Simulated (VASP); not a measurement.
H₄C (database structure), r²SCAN single-point calculation: Ansatz's output and VASP's

```
H C
1.0
    -2.25269    2.25269    2.25269
     2.25269   -2.25269    2.25269
     2.25269    2.25269   -2.25269
H C
4 1
Direct
  0.00000 0.00000 0.72093
  0.72093 0.00000 0.00000
  0.00000 0.72093 0.00000
  0.27907 0.27907 0.27907
  0.00000 0.00000 0.00000
```

Ansatz printed

```
SCF 1 converged in 6 iterations: F = -316.739029 eV  dr2 = 2.52e-9
  greatest PAW one-centre occupation: 0.672 electrons in one spin orbital (limit 2), on the C atom at site 4 (counted from 0), in its partial waves of l = 0
NSCF: frozen V_eff on 4 k-points
SCF converged after 6 iterations
Free energy (F): -316.739029 eV
Harris-Foulkes:  -316.739029 eV  (|F-HF|=9.39e-10)
Internal energy: -316.739029 eV  (E = F + TS)
E sigma→0 (E₀):  -316.739029 eV
Fermi energy:    -5.771076 eV
--- Per-component energies (eV) ---
  E_band       = -67.775924
  E_kinetic    = 147.186459
  E_local      = -319.075514  (includes V_loc(G=0)·N_el)
  E_nonlocal   = 33.726937
  E_hartree    = 95.587042
  E_xc         = -83.969604
  E_vxc        = -117.685482  (∫ρ·V_xc dr)
  E_paw        = -103.399728  (= ΣΔE_a)
  E_vpaw       = -10.050776  (= ΣTr[D̂ρ^β])
  E_aug_tail   = -0.001983  (compensation charges beyond the density's cutoff)
  E_vtau       = 6.950970  (kinetic-family band-sum trace: ∫τ·v_τ [+ j·A + Jᵃ·Aᵃ] dr)
  E_ewald      = -86.767864
  E_core_change = -0.024774  (= ΣΔE_core)
  E_smearing   = -0.000000  (= −TS)
  E_closure    = -0.000000  (closes the sum)
  Σ components = -316.739029   (vs F -316.739029, Δ=0.00e0)
--- Forces (eV/Å), atoms counted from 1 ---
  atom   1  H      0.02182969     0.02182969    -0.02182969
  atom   2  H     -0.02182969     0.02182969     0.02182969
  atom   3  H      0.02182969    -0.02182969     0.02182969
  atom   4  H     -0.02182969    -0.02182969    -0.02182969
  atom   5  C      0.00000000     0.00000000    -0.00000000
  max |Σ_I F_I| component: 8.33e-17 eV/Å
--- Stress (GPa, compression-positive) ---
        0.177768       0.000000       0.000000
        0.000000       0.177768       0.000000
        0.000000       0.000000       0.177768
  P = ⅓ Tr σ = 0.1778 GPa (1.778 kbar)
--- Band table (eV; the first three rows and the last of 29) ---
  k-point 0: bands = ["-15.0839", "-5.7711", "-5.7711", "-5.7711", "2.7333", "7.5980", "7.5980", "7.5980", "12.7496"]
  k-point 1: bands = ["-15.0178", "-6.0075", "-5.8487", "-5.7759", "3.0751", "7.2867", "7.4598", "8.0112", "11.3541"]
  k-point 2: bands = ["-14.8499", "-6.5464", "-6.0274", "-5.7878", "3.8500", "6.6964", "7.0547", "9.1572", "11.0172"]
  k-point 28: bands = ["-14.2506", "-6.8279", "-6.8279", "-6.8279", "5.5994", "5.5994", "10.0289", "10.0289", "10.0289"]
```

Each program uses its own PAW datasets. VASP's cell holds 8 valence electrons and Ansatz's 8. Ansatz's stress includes a Pulay correction; VASP's doesn't.

**Question.** What does VASP give for the same cell and level of theory?

**Answer.** gap between bands v and c 8.52 eV; least direct gap 8.52 eV; pressure 0.3 GPa; largest force 0.02 eV/Å.

From OUTCAR

```
k-points           NKPTS =     29   k-points in BZ     NKDIM =     29   number of bands    NBANDS=     12

   NELECT =       8.0000    total number of electrons

   dimension x,y,z NGX =    30 NGY =   30 NGZ =   30
   dimension x,y,z NGXF=    60 NGYF=   60 NGZF=   60

  energy-cutoff  :      520.00
  volume of cell :       45.73
      direct lattice vectors                 reciprocal lattice vectors
    -2.252687739  2.252687739  2.252687739     0.000000000  0.221957083  0.221957083
     2.252687739 -2.252687739  2.252687739     0.221957083  0.000000000  0.221957083
     2.252687739  2.252687739 -2.252687739     0.221957083  0.221957083  0.000000000

 k-points in reciprocal lattice and weights: KPOINTS created by Atomic Simulation Env
   0.00000000  0.00000000  0.00000000       0.002
   0.12500000  0.00000000  0.00000000       0.023
   0.25000000  0.00000000  0.00000000       0.023
   0.37500000  0.00000000  0.00000000       0.023
   0.50000000  0.00000000  0.00000000       0.012
   0.12500000  0.12500000  0.00000000       0.047
   0.25000000  0.12500000  0.00000000       0.094
   0.37500000  0.12500000  0.00000000       0.094
   ...

 E-fermi :  -6.3763

 k-point     1 :       0.0000    0.0000    0.0000
  band No.  band energies     occupation
      1     -15.7482      2.00000
      2      -6.4282      2.00000
      3      -6.4282      2.00000
      4      -6.4282      2.00000
      5       2.0957      0.00000
      6       6.9433      0.00000
      7       6.9433      0.00000
      8       6.9433      0.00000
      9      12.0983      0.00000
     10      12.0983      0.00000
     11      12.7735      0.00000
     12      12.7735      0.00000

 k-point     2 :       0.1250    0.0000    0.0000
  band No.  band energies     occupation
      1     -15.6819      2.00000
      2      -6.6645      2.00000
      3      -6.5057      2.00000
      4      -6.4328      2.00000
      5       2.4373      0.00000
      6       6.6318      0.00000
      7       6.8056      0.00000
      8       7.3574      0.00000
      9      10.7003      0.00000
     10      11.3953      0.00000
     11      13.5091      0.00000
     12      14.0677      0.00000

 k-point     3 :       0.2500    0.0000    0.0000
  band No.  band energies     occupation
      1     -15.5142      2.00000
      2      -7.2037      2.00000
      3      -6.6845      2.00000
      4      -6.4448      2.00000
      5       3.2109      0.00000
      6       6.0411      0.00000
      7       6.4020      0.00000
      8       8.5061      0.00000
      9      10.3640      0.00000
     10      11.0065      0.00000
     11      15.1026      0.00000
     12      15.3490      0.00000

 k-point     4 :       0.3750    0.0000    0.0000
  band No.  band energies     occupation
      1     -15.3321      2.00000
      2      -7.7137      2.00000
      3      -6.8524      2.00000
      4      -6.4570      2.00000
      5       3.7954      0.00000
      6       5.5806      0.00000
      7       6.2788      0.00000
      8      10.1224      0.00000
      9      10.8583      0.00000
     10      11.0947      0.00000
     11      13.1854      0.00000
     12      14.6453      0.00000

 k-point     5 :       0.5000    0.0000    0.0000
  band No.  band energies     occupation
      1     -15.2520      2.00000
      2      -7.9199      2.00000
      3      -6.9190      2.00000
      4      -6.4621      2.00000
      5       3.9130      0.00000
      6       5.4142      0.00000
      7       6.4485      0.00000
      8      11.0891      0.00000
      9      11.2832      0.00000
     10      11.5776      0.00000
     11      12.0223      0.00000
     12      13.9157      0.00000

 k-point     6 :       0.1250    0.1250    0.0000
  band No.  band energies     occupation
      1     -15.5647      2.00000
      2      -7.0325      2.00000
      3      -6.6014      2.00000
      4      -6.4940      2.00000
      5       3.0157      0.00000
      6       6.2885      0.00000
      7       6.3940      0.00000
      8       8.1849      0.00000
      9       9.9152      0.00000
     10      11.7641      0.00000
     11      13.9313      0.00000
     12      15.4520      0.00000

 k-point     7 :       0.2500    0.1250    0.0000
  band No.  band energies     occupation
      1     -15.3879      2.00000
      2      -7.4955      2.00000
      3      -6.8192      2.00000
      4      -6.5276      2.00000
      5       3.7965      0.00000
      6       5.8015      0.00000
      7       6.0739      0.00000
      8       9.5058      0.00000
      9       9.9061      0.00000
     10      12.1491      0.00000
     11      13.4514      0.00000
     12      15.5915      0.00000

 ...

  Total        0.0739068      0.0739068      0.0739068      0.0000000      0.0000000      0.0000000
  in kB        2.5895969      2.5895969      2.5895969      0.0000000      0.0000000      0.0000000
  external PRESSURE =       2.5895969 kB  Pullay stress =       0.0000000 kB

 POSITION                                       TOTAL-FORCE (eV/Angst)
 -----------------------------------------------------------------------------------
      1.62402      1.62402     -1.62402        -0.013998     -0.013998      0.013998
     -1.62402      1.62402      1.62402         0.013998     -0.013998     -0.013998
      1.62402     -1.62402      1.62402        -0.013998      0.013998     -0.013998
      0.62866      0.62866      0.62866         0.013998      0.013998      0.013998
      0.00000      0.00000      0.00000        -0.000000      0.000000     -0.000000
 -----------------------------------------------------------------------------------
    total drift:                               -0.000000     -0.000000     -0.000001

  FREE ENERGIE OF THE ION-ELECTRON SYSTEM (eV)
  ---------------------------------------------------
  free  energy   TOTEN  =       -25.0332410149 eV

  energy  without entropy=      -25.0332410149  energy(sigma->0) =      -25.03324101
```
